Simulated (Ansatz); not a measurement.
**Quadrupolar parameters in GeS at a changed volume**

The cell is a structure deposited in the COD, relaxed with PBE at fixed cell and then changed (volume scaled by 1.04, ions relaxed).

Space group Pnma (No. 62); a = 10.6078, b = 3.6889, c = 4.3535 Å.

| site | Wyckoff | site symmetry | x | y | z |
| --- | --- | --- | --- | --- | --- |
| Ge | 4c | .m. | 0.6234 | 0.2500 | 0.3690 |
| S | 4c | .m. | 0.8490 | 0.2500 | 0.4998 |

One atom of each set is listed.

Level of theory: DFT, PBE, plane waves and PAW, scalar-relativistic, 420 eV cutoff, Γ-centred 5×12×10 k-points, Fermi–Dirac smearing 0.02 eV (Ansatz 0.2.0).

V_zz is the principal component of the electric field gradient with the largest magnitude, η = (V_xx − V_yy)/V_zz and C_Q = eQV_zz/h. ν_Q = 3|C_Q|/[2I(2I − 1)].

⁷³Ge: I = 9/2, Q = -196.0 mb; ³³S: I = 3/2, Q = -69.40 mb. Nuclear quadrupole moments: year-2017 set (Pyykkö).

Task: What field gradients does the calculation give at each kind of site?

Result: 

```tsv
site	atoms	first shell	C_Q (MHz)	η	ν_Q (MHz)
Ge	4	3 S at 2.46 Å; also 3 S at 3.32 Å	35.4	0.27	1.48
S	4	3 Ge at 2.46 Å; also 3 Ge at 3.32 Å	9.35	0.01	4.68
```

At Ge and S V_zz stands upright on the plane through its three neighbours (within 11°) in each case.

The relaxation (4 steps) took 3.4 min of wall time (3.4 min of CPU time) and 1.1 GiB at its peak, on 1 thread of Intel Xeon Platinum 8259CL CPU @ 2.50GHz (Skylake/Cascade Lake) (x86_64; 16 cores open to the job, memory cap 3.0 GiB, no GPU), a shared host with a load of 0.4 a core.
